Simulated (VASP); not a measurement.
## A VASP 6.6.1 single-point calculation on C

INCAR

```
SIGMA = 0.02
IVDW = 11
NSW = 0
IBRION = -1
LCHARG = .FALSE.
EDIFF = 1E-7
ISMEAR = -1
LREAL = .FALSE.
PREC = Accurate
NBANDS = 11
LASPH = .TRUE.
LWAVE = .FALSE.
ENCUT = 520
ISIF = 2
GGA = PE
NELM = 64
```

KPOINTS

```
KPOINTS created by Atomic Simulation Environment
0
Gamma
12 12 12
0 0 0
```

POSCAR

```
C
 1.0000000000000000
     0.0000000000000000    1.7445216596999999    1.7880464072000000
     1.7445216596999999    0.0000000000000000    1.7880464072000000
     1.7445216596999999    1.7445216596999999    0.0000000000000000
 C
   2
Cartesian
  0.0000000000000000  0.0000000000000000  0.0000000000000000
  0.8722608298499999  0.8722608298499999  0.8940232036000000
```

The recommended PBE PAW datasets give the neutral cell 8 valence electrons.

Command

```
mpirun -np 1 vasp_std
```

OSZICAR

```
N       E                     dE             d eps       ncg     rms          rms(c)
DAV:   1    -0.486472500790E+00   -0.48647E+00   -0.48101E+03  3693   0.722E+02
DAV:   2    -0.185061277553E+02   -0.18020E+02   -0.17474E+02  4638   0.121E+02
DAV:   3    -0.188569634986E+02   -0.35084E+00   -0.34986E+00  4207   0.129E+01
DAV:   4    -0.188575269400E+02   -0.56344E-03   -0.56343E-03  3840   0.639E-01
DAV:   5    -0.188575275296E+02   -0.58966E-06   -0.58959E-06  4139   0.199E-02    0.586E+00
DAV:   6    -0.183163341371E+02    0.54119E+00   -0.28239E-01  3673   0.378E+00    0.351E+00
DAV:   7    -0.181343675704E+02    0.18197E+00   -0.34158E-01  3835   0.420E+00    0.826E-01
DAV:   8    -0.181362901231E+02   -0.19226E-02   -0.93436E-03  3775   0.732E-01    0.450E-02
DAV:   9    -0.181363270664E+02   -0.36943E-04   -0.61650E-05  4266   0.633E-02    0.254E-02
DAV:  10    -0.181363476995E+02   -0.20633E-04   -0.14754E-05  3844   0.343E-02    0.541E-03
DAV:  11    -0.181363477954E+02   -0.95968E-07   -0.25193E-07  4391   0.460E-03
   1 F= -.18361898E+02 E0= -.18361898E+02  d E =-.824369E-12
```

From OUTCAR

```
k-points           NKPTS =    163   k-points in BZ     NKDIM =    163   number of bands    NBANDS=     11

   NELECT =       8.0000    total number of electrons

   dimension x,y,z NGX =    20 NGY =   20 NGZ =   18
   dimension x,y,z NGXF=    40 NGYF=   40 NGZF=   36

  energy-cutoff  :      520.00
  volume of cell :       10.88
      direct lattice vectors                 reciprocal lattice vectors
     0.000000000  1.744521660  1.788046407    -0.286611517  0.286611517  0.279634800
     1.744521660  0.000000000  1.788046407     0.286611517 -0.286611517  0.279634800
     1.744521660  1.744521660  0.000000000     0.286611517  0.286611517 -0.279634800

 k-points in reciprocal lattice and weights: KPOINTS created by Atomic Simulation Env
   0.00000000  0.00000000  0.00000000       0.001
   0.08333333  0.00000000  0.00000000       0.005
   0.16666667  0.00000000  0.00000000       0.005
   0.25000000  0.00000000  0.00000000       0.005
   0.33333333  0.00000000  0.00000000       0.005
   0.41666667  0.00000000  0.00000000       0.005
   0.50000000  0.00000000  0.00000000       0.002
   0.08333333  0.08333333  0.00000000       0.001
   ...

 E-fermi :  10.8894

 k-point     1 :       0.0000    0.0000    0.0000
  band No.  band energies     occupation
      1     -11.7026      2.00000
      2      10.0775      2.00000
      3      10.4708      2.00000
      4      10.4708      2.00000
      5      15.9465      0.00000
      6      15.9465      0.00000
      7      16.2577      0.00000
      8      24.6234      0.00000
      9      30.1794      0.00000
     10      36.5863      0.00000
     11      37.4540      0.00000

 k-point     2 :       0.0833    0.0000    0.0000
  band No.  band energies     occupation
      1     -11.5048      2.00000
      2       9.0430      2.00000
      3       9.8947      2.00000
      4      10.1395      2.00000
      5      16.3962      0.00000
      6      16.4828      0.00000
      7      16.9175      0.00000
      8      24.7572      0.00000
      9      30.5037      0.00000
     10      34.5322      0.00000
     11      35.6246      0.00000

 k-point     3 :       0.1667    0.0000    0.0000
  band No.  band energies     occupation
      1     -10.9132      2.00000
      2       6.4632      2.00000
      3       9.1200      2.00000
      4       9.4291      2.00000
      5      17.3775      0.00000
      6      17.3997      0.00000
      7      18.1170      0.00000
      8      25.1358      0.00000
      9      31.1690      0.00000
     10      33.0689      0.00000
     11      33.8550      0.00000

 k-point     4 :       0.2500    0.0000    0.0000
  band No.  band energies     occupation
      1      -9.9361      2.00000
      2       3.5503      2.00000
      3       8.3398      2.00000
      4       8.7062      2.00000
      5      18.1669      0.00000
      6      18.3104      0.00000
      7      19.0399      0.00000
      8      25.6567      0.00000
      9      31.5628      0.00000
     10      32.8995      0.00000
     11      33.2933      0.00000

 k-point     5 :       0.3333    0.0000    0.0000
  band No.  band energies     occupation
      1      -8.5930      2.00000
      2       0.6896      2.00000
      3       7.7198      2.00000
      4       8.1380      2.00000
      5      18.5502      0.00000
      6      18.8609      0.00000
      7      19.5991      0.00000
      8      26.1207      0.00000
      9      31.8430      0.00000
     10      33.9678      0.00000
     11      34.0360      0.00000

 ...

  Total       1.84539     1.84539     0.18056     0.00000     0.00000     0.00000
  in kB     271.66651   271.66651    26.58038     0.00000     0.00000     0.00000
  external pressure =      189.97 kB  Pullay stress =        0.00 kB

 POSITION                                       TOTAL-FORCE (eV/Angst)
 -----------------------------------------------------------------------------------
      0.00000      0.00000      0.00000         0.000000      0.000000      0.000000
      0.87226      0.87226      0.89402        -0.000000     -0.000000     -0.000000
 -----------------------------------------------------------------------------------
    total drift:                                0.000000      0.000000      0.000000

  FREE ENERGIE OF THE ION-ELECTRON SYSTEM (eV)
  ---------------------------------------------------
  free  energy   TOTEN  =       -18.3618975387 eV

  energy  without entropy=      -18.3618975387  energy(sigma->0) =      -18.36189754
```

It converged. Results: gap between bands v and c on the k mesh 3.93 eV; least direct gap on the k mesh 5.48 eV; pressure 19.0 GPa. Band v is the last that the valence electrons fill when counted band by band, and c is the next.

For comparison, a separate PBE run of the intended cell, on usual settings and not on those above, gives a gap of 3.93 eV on its mesh and a pressure of 22.3 GPa.

The run above took about 14 s on one core of a shared host (Intel Xeon Platinum 8488C) and held 0.14 GiB at most.
